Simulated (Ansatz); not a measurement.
The system is CoO.

```
Co O
1.0
    -1.50800    1.50800    2.10725
     1.50800   -1.50800    2.10725
     1.50800    1.50800   -2.10725
Co O
1 1
Cartesian
  0.0000 0.0000 0.0000
  0.0000 0.0000 2.1072
```

Base run:

| Property | Result |
| --- | --- |
| Program | Ansatz 0.2.0 |
| Functional | PBE |
| Potentials or basis | Ansatz PAW |
| Cutoff | 420 eV (not typed: the program's choice for these potentials) |
| k mesh | 10 × 10 × 10 |
| Occupations | fermi-dirac, width 0.05 eV |
| Spin | collinear spin, ferromagnetic start |
| Starting moments | [1.5, 0.0] μB |
| Fixed moment | 1.5 μB |

Its results: pressure -10.9 GPa; site moments Co +1.40; O +0.01 μB.

Problem. The run is repeated on the same cell with these changes: fixed moment from 1.5 μB to 1 μB; moments at the start from [1.5, 0.0] to [1.0, 0.0]. What comes out?

Solution. Pressure -13.9 GPa; site moments Co +0.96; O -0.03 μB.

Caveats: the total moment is fixed, so each spin has its own Fermi level; a cell with one magnetic atom can't hold antiferromagnetic order, which such compounds often take; the thresholds are loose for stress.
